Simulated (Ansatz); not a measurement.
Base system: GeO2 in the rutile structure (space group P4_2/mnm, No. 136; a = 4.411 Å, c = 2.870 Å). Axes: x, y, z lie along a, b, c of the conventional cell.

Calculations: r2SCAN in Ansatz (plane waves to 500 eV, PAW, no spin-orbit coupling).

Strains are applied to the cell and any free atomic positions relax; under biaxial strain the out-of-plane vector relaxes too.

One change was made to it. Results:

The electron mass becomes 0.23 mₑ out of plane, 0.28 mₑ in plane (at Γ) (base: 0.23 mₑ along c, 0.28 mₑ across (at Γ)); the valence-band top at Γ (three highest levels, from the VBM) changes from 0.00, -0.82, -0.82 eV to 0.00, -0.81, -0.81 eV; the band gap goes up by 0.04 eV, from 2.51 eV to 2.55 eV; the hole mass changes from 1.7 mₑ along c, 1.1 mₑ across (at Γ) to 1.7 mₑ out of plane, 1.1 mₑ in plane (at Γ).

Which of these changes matches the shifts?
A. biaxial strain −0.37 %, plane normal [001], relaxed out of plane
B. tensor shear ε_xy = −0.96 %
C. biaxial strain −0.81 %, plane normal [001], relaxed out of plane

A, biaxial strain −0.37 %, plane normal [001], relaxed out of plane. For comparison, the band gap in the other runs: biaxial strain −0.81 %, plane normal [001], relaxed out of plane gives 2.61 eV; tensor shear ε_xy = −0.96 % gives 2.51 eV.

Effective masses come from finite differences of ±0.01 Å⁻¹. Whether these cells are dynamically stable was not tested.

Ansatz is an electronic-structure program.
